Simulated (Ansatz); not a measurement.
## MoSi2 under pressure: fit and missing row

MoSi2, I4/mmm, a = 3.190 Å, c = 7.821 Å. Ansatz: PBEsol, PAW, 420 eV, Γ-centred 18×18×18 mesh on 3 atoms, Gaussian smearing 0.10 eV; no spin polarisation. Cell and atoms are relaxed at each pressure, and no other structure is tried, so the rows at high pressure may lie past a change of phase.

```tsv
V (Å³/atom)	P (GPa)
?	39.99
12.280	19.98
12.724	9.98
12.980	4.99
13.147	2.00
13.266	-0.01
13.391	-2.01
```

Q: Take V0 = 13.266 Å³/atom, count pressures from its P0 = -0.01 GPa, fit the third-order Birch–Murnaghan form to the other rows, and predict the missing volume.

A: With the Eulerian strain f = ½[(V0/V)^(2/3) − 1] and y = (P − P0)/[3f(1 + 2f)^(5/2)], the form is the line y = B0 + 1.5 B0 (B0′ − 4) f. Rows (f, y): 0.02642, 221.7; 0.01410, 220.3; 0.00732, 219.6; 0.00301, 219.3; -0.00312, 217.0. Means f = 0.009546, y = 219.58; Σ(Δf)² = 0.0005136, ΣΔfΔy = 0.07352; the slope is their ratio. y = 218.2 + 143.1 f GPa, so B0 = 218.2 GPa and B0′ = 4 + 2 × (143.1)/(3 × 218.2) = 4.44. P = 39.99 GPa is met at f = 0.04728 (y = 224.97), so V = V0 (1 + 2f)^(−3/2) = 11.584 Å³/atom. The run gave 11.577 Å³/atom, so the fit is 0.007 Å³/atom too high, a small miss on the scale of the series. The form still works here, 91 % of the fitted range beyond its end.

The mesh isn't the same in all rows (18×18×18, 20×20×20).